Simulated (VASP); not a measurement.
# C: molecular dynamics with a thermostat, by thermostat

C, P6_3/mmc (no. 194), 24 atoms in the cell. PBEsol, molecular dynamics; PAW potentials C (PBE set).

| Thermostat | Mean temperature (K) | Rise of the mean potential energy above the start (meV/atom) | Electronic steps per ionic step after the first | Time (s) |
|---|---|---|---|---|
| none (NVE) | 398 | 50.2 | 4.7 | 363 |
| Nose, MDALGO 0, SMASS 0 | 808 | 71.5 | 5.0 | 355 |
| Nose-Hoover, SMASS 0 | 753 | 97.3 | 5.0 | 376 |
| Nose-Hoover, SMASS 0.1 | 784 | 98.0 | 5.1 | 333 |
| Andersen, probability 0.5 | 617 | 148.1 | 7.0 | 392 |
| Andersen, probability 0.2 | 761 | 130.7 | 6.6 | 382 |
| Langevin, friction 10/ps | 623 | 84.5 | 6.0 | 358 |
| Langevin, friction 50/ps | 746 | 98.4 | 6.0 | 364 |
| Nose-Hoover chain of 3, period 20 steps | 833 | 105.7 | 5.0 | 301 |
| Nose-Hoover chain of 4, period 10 steps, NRESPA 2, NS 3 | 826 | 106.5 | 5.0 | 299 |
| CSVR, period 100 steps | 493 | 60.9 | 4.9 | 303 |

Limits: 120 fs of 24 atoms are too short for converged averages; the cell is only 4.3 Å across, so each atom moves in step with near copies of itself.

## Input of the first row

INCAR:
```
ALGO = Fast ; ANDERSEN_PROB = 0.0
EDIFF = 1E-5 ; ENCUT = 400
GGA = PS ; IBRION = 0
ISIF = 2 ; ISMEAR = -1
ISYM = 0 ; KPAR = 4
LASPH = True ; LCHARG = False
LREAL = Auto ; LWAVE = False
MDALGO = 1 ; NCORE = 2
NELM = 60 ; NELMIN = 4
NSW = 120 ; POTIM = 1.0
PREC = Normal ; RANDOM_SEED = 53772 0 0
SIGMA = 0.069 ; TEBEG = 800
TEEND = 800
```

KPOINTS:
```
k-points
0
Gamma
  3 2 2
```

POSCAR:
```
C
1.0
    4.9220000000      0.0000000000      0.0000000000
   -3.6915000000      6.3938655561      0.0000000000
    0.0000000000      0.0000000000      6.7080000000
C
24
Direct
    0.0000000000      0.0000000000      0.2500000000
    0.0000000000      0.3333333333      0.2500000000
    0.0000000000      0.6666666667      0.2500000000
    0.5000000000      0.0000000000      0.2500000000
    0.5000000000      0.3333333333      0.2500000000
    0.5000000000      0.6666666667      0.2500000000
    0.0000000000      0.0000000000      0.7500000000
    0.0000000000      0.3333333333      0.7500000000
    0.0000000000      0.6666666667      0.7500000000
    0.5000000000      0.0000000000      0.7500000000
    0.5000000000      0.3333333333      0.7500000000
    0.5000000000      0.6666666667      0.7500000000
    0.1666666667      0.2222222222      0.2500000000
    0.1666666667      0.5555555556      0.2500000000
    0.1666666667      0.8888888889      0.2500000000
    0.6666666667      0.2222222222      0.2500000000
    0.6666666667      0.5555555556      0.2500000000
    0.6666666667      0.8888888889      0.2500000000
    0.3333333333      0.1111111111      0.7500000000
    0.3333333333      0.4444444444      0.7500000000
    0.3333333333      0.7777777778      0.7500000000
    0.8333333333      0.1111111111      0.7500000000
    0.8333333333      0.4444444444      0.7500000000
    0.8333333333      0.7777777778      0.7500000000
```

Commands:
```
cat potpaw_PBE.64/C/POTCAR > POTCAR
mpirun -np 8 vasp_std > vasp.out
```

Changes of the last row against the first:
```
- MDALGO = 1
- ANDERSEN_PROB = 0.0
+ MDALGO = 5
+ CSVR_PERIOD = 100
```

VASP 6.6.1 took 363 s on 8 cores (Intel Xeon Platinum 8488C (Sapphire Rapids)), a shared host.
